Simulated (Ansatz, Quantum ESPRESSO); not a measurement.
Given: the input of a run of Ansatz 0.2.0 on Ga. This isn't the form of Ga at room conditions, which is orthorhombic.

The input input.yaml:

```yaml
crystal:
  lattice:
    - [-1.3843987196, 1.3843987196, 2.3112238365]
    - [1.3843987196, -1.3843987196, 2.3112238365]
    - [1.3843987196, 1.3843987196, -2.3112238365]
  atoms:
    - { symbol: Ga, position: [0.0, 0.0, 0.0] }
hamiltonian:
  xc: pbesol
  pseudopotentials: { kind: paw }
kpoints:
  mp_grid: { grid: [13, 13, 13] }
scf:
  occupations: { method: fermi_dirac, width: 0.05 }
output:
  forces: true
  stress: true
  eigenvalues: true
```

Potentials or basis: Ansatz PAW.

Run with:

```bash
$ ansatz run input.yaml --threads 1 --pin off --max-ram 3584MiB --backend cpu --events-out ev --progress --plain --runs-dir out
```

**Question.** What does the same run look like in Quantum ESPRESSO 7.5? Potentials or basis there: GBRV 1.5 PBEsol, cutoff 762 eV.

**Answer.** As run (cutoffs and basis follow the program's own potentials, and thresholds, step limits or extra output files can differ):

Contents of pw.in:

```
&CONTROL
  calculation = 'scf'
  prefix = 'pwscf'
  outdir = './tmp'
  pseudo_dir = './pseudo'
  tprnfor = .true.
  tstress = .true.
  disk_io = 'low'
/
&SYSTEM
  ibrav = 0
  celldm(1) = 8
  nat = 1
  ntyp = 1
  ecutwfc = 56
  ecutrho = 448
  nbnd = 16
  occupations = 'smearing'
  smearing = 'fd'
  degauss = 0.00367493
/
&ELECTRONS
  conv_thr = 2d-10
  electron_maxstep = 120
  mixing_beta = 0.5
/
ATOMIC_SPECIES
Ga    69.7230 ga_pbesol_v1.4.uspp.F.UPF
CELL_PARAMETERS alat
 -0.3270168034158   0.3270168034158   0.5459475079615
  0.3270168034158  -0.3270168034158   0.5459475079615
  0.3270168034158   0.3270168034158  -0.5459475079615
ATOMIC_POSITIONS crystal
Ga     0.0000000000    0.0000000000    0.0000000000
K_POINTS automatic
13 13 13 0 0 0
```

File pp_density.in:

```
&INPUTPP
  prefix = 'pwscf'
  outdir = './tmp'
  filplot = 'density.dat'
  plot_num = 0
/
&PLOT
  nfile = 1
  filepp(1) = 'density.dat'
  iflag = 3
  output_format = 6
  fileout = 'density.cube'
/
```

Contents of pp_potential.in:

```
&INPUTPP
  prefix = 'pwscf'
  outdir = './tmp'
  filplot = 'potential.dat'
  plot_num = 11
/
&PLOT
  nfile = 1
  filepp(1) = 'potential.dat'
  iflag = 3
  output_format = 6
  fileout = 'potential.cube'
/
```

Potentials or basis: GBRV 1.5 PBEsol.

The run is started by

```sh
$ OMP_NUM_THREADS=1 mpirun -n 2 pw.x -nk 2 -in pw.in > pw.out
$ OMP_NUM_THREADS=1 mpirun -n 1 pp.x -in pp_density.in > pp_density.out
$ OMP_NUM_THREADS=1 mpirun -n 1 pp.x -in pp_potential.in > pp_potential.out
```

Both were run:

|  | Ansatz | Quantum ESPRESSO |
| --- | --- | --- |
| Pressure | -0.3 GPa | -0.2 GPa |

Ansatz's pressure holds a Pulay term of +0.05 GPa for its cutoff of 420 eV, which the other run lacks.

The potentials hold 13 and 19 valence electrons a cell.

Ansatz's potentials were made for PBE.

Where Ansatz's input types no cutoff or centring, it takes its own default and a Γ-centred mesh.

Pressure is positive in compression.
